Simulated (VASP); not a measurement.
# N2 in VASP: settings compared, part 2 of 2

VASP 6.6.1. Earlier steps stand in the parts before.

### Step 3. Relaxation of the atoms, r2SCAN

Input file INCAR:

```
  PREC = Accurate
  ENCUT = 520
  EDIFF = 1E-6
  ISMEAR = 0
  SIGMA = 0.01
  LREAL = False
  LASPH = True
  NELM = 60
  ALGO = Normal
  ISIF = 2
  LWAVE = False
  LCHARG = False
  METAGGA = R2SCAN
  LMIXTAU = True
  IBRION = 2
  NSW = 40
  EDIFFG = -0.02
```

Input file KPOINTS:

```
Automatic mesh
0
Gamma
  1 1 1
```

Input file POSCAR:

```
N                                       
1.0
    9.0000000000      0.0000000000      0.0000000000
    0.0000000000      9.6000000000      0.0000000000
    0.0000000000      0.0000000000     10.2000000000
  N             
     2
Direct
     0.5000000000000000    0.5000000000000000    0.5545716211572659
     0.5000000000000000    0.5000000000000000    0.4454283788427342
```

Potentials or basis: VASP PAW PBE potentials, release 64 (N).

The run is started by

```bash
> cat potpaw_PBE.64/N/POTCAR > POTCAR
> mpirun -np 1 vasp_gam > vasp.out
```

OUTCAR:

```text
PREC = Accurate
   ENCUT = 520
   EDIFF = 1E-6
   ISMEAR = 0
   LREAL = False
   LASPH = True
   NELM = 60
   ISIF = 2
   METAGGA = R2SCAN
   IBRION = 2
   NSW = 40
   EDIFFG = -0.02

 ion  position               nearest neighbor table
   1  0.500  0.500  0.555-   2 1.11
   2  0.500  0.500  0.445-   1 1.11

  LATTYP: Found a simple orthorhombic cell.
 ALAT       =     9.0000000000
 B/A-ratio  =     1.0666666667
 C/A-ratio  =     1.1333333333

  Lattice vectors:

 A1 = (   9.0000000000,   0.0000000000,   0.0000000000)
 A2 = (   0.0000000000,   9.6000000000,   0.0000000000)
 A3 = (   0.0000000000,   0.0000000000,  10.2000000000)

Analysis of symmetry for initial positions (statically):
=====================================================================
 Subroutine PRICEL returns:
 Original cell was already a primitive cell.

 Routine SETGRP: Setting up the symmetry group for a
 simple orthorhombic supercell.

 Subroutine GETGRP returns: Found  8 space group operations
 (whereof  8 operations were pure point group operations)
 out of a pool of  8 trial point group operations.

The static configuration has the point symmetry D_2h.

Analysis of symmetry for dynamics (positions and initial velocities):
=====================================================================
 Subroutine PRICEL returns:
 Original cell was already a primitive cell.

 Routine SETGRP: Setting up the symmetry group for a
 simple orthorhombic supercell.

 Subroutine GETGRP returns: Found  8 space group operations
 (whereof  8 operations were pure point group operations)
 out of a pool of  8 trial point group operations.

The dynamic configuration has the point symmetry D_2h.

 Subroutine INISYM returns: Found  8 space group operations
 (whereof  8 operations are pure point group operations),
 and found     1 'primitive' translations

----------------------------------------------------------------------------------------

                                     Primitive cell
[... 81 lines left out ...]
   EFERMI =   0.00;   METHOD = LEGACY
   ISMEAR =     0;   SIGMA  =   0.01  broadening in eV -4-tet -1-fermi 0-gaus
   EFERMI_NEDOS =   21; number of points for ismear=-14 and -15
   IALGO  =     38    algorithm
   IMIX   =      4    mixing-type and parameters
     AMIX     =   0.40;   BMIX     =  1.00
     AMIX_MAG =   1.60;   BMIX_MAG =  1.00
  volume/ion in A,a.u.               =     440.64      2973.59
  Fermi-wavevector in a.u.,A,eV,Ry     =   0.367878  0.695188  1.841331  0.135334
  Thomas-Fermi vector in A             =   1.293319
   LORBIT       =      0    0 simple, 1 ext, 2 COOP (PROOUT), +10 PAW based schemes
   METAGGA = R2SCAN    functional components
   LHFCALC =     F    Hartree Fock is set to
   AEXX    =    0.0000 exact exchange contribution
   IVDW    =     0    specifies the selected vdW correction
   LEPSILON=     F    determine dielectric tensor
   LRPA    =     F    only Hartree local field effects (RPA)
 conjugate gradient relaxation of ions
 non-spin polarized calculation
 Gauss-broadening in eV      SIGMA  =   0.01
  energy-cutoff  :      520.00
  volume of cell :      881.28
 maximum number of plane-waves:     11856
 NGX is ok and might be reduce to    70
   NGX = 33   NGY = 35   NGZ = 37

--------------------------------------- Ionic step        1  -------------------------------------------

 number of electron      10.0000000 magnetization

 Free energy of the ion-electron system (eV)
  ---------------------------------------------------
  ext. energy  EPLUGINS =         0.00000000
  ---------------------------------------------------
  free energy    TOTEN  =       -18.21196522 eV

  energy without entropy =      -18.21196522  energy(sigma->0) =      -18.21196522

------------------------ aborting loop because EDIFF is reached ----------------------------------------

  FORCE on cell =-STRESS in cart. coord.  units (eV):
  Direction    XX          YY          ZZ          XY          YZ          ZX
  --------------------------------------------------------------------------------------
  -------------------------------------------------------------------------------------
  Total       -0.0888999     -0.0903621     -1.2353159      0.0000000      0.0000000      0.0000000
  in kB       -0.1616210     -0.1642794     -2.2458187      0.0000000      0.0000000      0.0000000
  external PRESSURE =      -0.8572397 kB  Pullay stress =       0.0000000 kB
[... 95 lines left out ...]
--------------------------------------- Ionic step        4  -------------------------------------------

 number of electron       9.9999999 magnetization

 Free energy of the ion-electron system (eV)
  ---------------------------------------------------
  ext. energy  EPLUGINS =         0.00000000
  ---------------------------------------------------
  free energy    TOTEN  =       -18.21530942 eV

  energy without entropy =      -18.21530942  energy(sigma->0) =      -18.21530942

 E-fermi : -10.4323     XC(G=0):  -0.4066

 val. band max:      -10.5141420226   @ k =   0.0000   0.0000   0.0000
 cond. band min:      -1.6087035883   @ k =   0.0000   0.0000   0.0000
 fundamental gap:      8.9054384342
 Fermi energy:       -10.4322615073

 k-point     1 :       0.0000    0.0000    0.0000
  band No.  band energies     occupation
      1     -29.5044      2.00000
      2     -14.1193      2.00000
      3     -11.7827      2.00000
      4     -11.7827      2.00000
      5     -10.5141      2.00000
      6      -1.6087      0.00000
      7      -1.6084      0.00000
      8       0.1604      0.00000
      9       1.5282      0.00000
[... 27 lines left out ...]
  FREE ENERGIE OF THE ION-ELECTRON SYSTEM (eV)
  ---------------------------------------------------
  free  energy   TOTEN  =       -18.2153094199 eV

  energy  without entropy=      -18.2153094199  energy(sigma->0) =      -18.21530942

 reached required accuracy - stopping structural energy minimisation
```

It took 8.5 min on 1 thread of Intel Xeon Platinum 8488C (Sapphire Rapids), shared host; peak memory 0.96 GiB.

What came out:

* Free energy: -18.2153 eV
* Energy gained by relaxing: 1.7 meV/atom
* Ionic steps: 4
* Gap between the frontier levels: 8.91 eV

Step by step:
```csv
step,energy change (eV),largest force (eV/Å),pressure (GPa)
1,0.0000,1.0167,-0.09
2,0.8477,20.7846,1.24
3,-0.0033,0.0341,-0.01
4,-0.0033,0.0007,-0.02
```

Final structure:
```cif
data_structure
_symmetry_space_group_name_H-M 'P 1'
_symmetry_Int_Tables_number 1
_cell_length_a 9.0000
_cell_length_b 9.6000
_cell_length_c 10.2000
_cell_angle_alpha 90.000
_cell_angle_beta 90.000
_cell_angle_gamma 90.000
_cell_volume 881.28
loop_
_atom_site_label
_atom_site_type_symbol
_atom_site_fract_x
_atom_site_fract_y
_atom_site_fract_z
_atom_site_occupancy
N1 N 0.50000 0.50000 0.55425 1
N2 N 0.50000 0.50000 0.44575 1
```

Caveat: the standard files for N, O and F lose accuracy on very short bonds; the PAW data sets were made with another functional, which shifts forces and pressure a little. r2SCAN opens gaps a little over a GGA but as a rule still falls short of measured ones.

### Step 4. Single point, HSE06

POSCAR is that of step 3.

Input file INCAR.step1:

```
  PREC = Accurate
  ENCUT = 520
  EDIFF = 1E-5
  ISMEAR = 0
  SIGMA = 0.01
  LREAL = False
  LASPH = True
  NELM = 60
  ALGO = Normal
  ISIF = 2
  LWAVE = True
  LCHARG = False
  NBANDS = 12
  GGA = PE
```

Input file INCAR.step2:

```
  PREC = Accurate
  ENCUT = 520
  EDIFF = 1E-6
  ISMEAR = 0
  SIGMA = 0.01
  LREAL = False
  LASPH = True
  NELM = 60
  ALGO = Normal
  ISIF = 2
  LWAVE = False
  LCHARG = False
  GGA = PE
  LHFCALC = True
  HFSCREEN = 0.2
  PRECFOCK = Fast
  NBANDS = 12
  ISTART = 1
```

KPOINTS is that of step 3.

The run is started by

```bash
> cat potpaw_PBE.64/N/POTCAR > POTCAR
> cp INCAR.step1 INCAR
> mpirun -np 1 vasp_gam > vasp.out
> cp INCAR.step2 INCAR
> mpirun -np 1 vasp_gam > vasp.out
```

Run time: 75 s. Hardware: 1 thread of Intel Xeon Platinum 8488C (Sapphire Rapids), shared host; peak memory 0.84 GiB.

Results (log left out):

```
Free energy                     : -20.4954 eV
Largest force                   : 1.706 eV/Å
Gap between the frontier levels : 10.53 eV
```

Forces on the atoms (eV/Å):
```
N    0.000  0.000 -1.706
N    0.000  0.000  1.706
```

Levels at points of the mesh, in eV from the valence-band top:
```
           k point  band 2  band 3  band 4  band 5  band 6  band 7  band 8  band 9
(0.00, 0.00, 0.00)   -3.61   -0.96   -0.96    0.00   10.53   10.53   11.36   12.70
```

Caveat: the standard files for N, O and F lose accuracy on very short bonds; the PAW data sets were made with another functional, which shifts forces and pressure a little.

### Step 5. Summary

| task | level | cell | grid for exact exchange (PRECFOCK) | screening parameter | gap on the mesh (eV) |
| --- | --- | --- | --- | --- | --- |
| relaxation of the atoms | PBEsol | atoms relaxed | - | - | 8.05 |
| relaxation of the atoms | r2SCAN | atoms relaxed | - | - | 8.91 |
| single point | HSE06 | as given | Fast | 0.2 1/A | 10.53 |

Alike in all rows: potentials or basis VASP PAW PBE potentials, release 64 (N); no spin polarisation; k mesh 1 × 1 × 1; cutoff (eV) 520; smearing gaussian 0.01 eV.

Caveats: the standard files for N, O and F lose accuracy on very short bonds; the PAW data sets were made with another functional, which shifts forces and pressure a little.

Absolute energies hang on the potentials; compare differences alone.
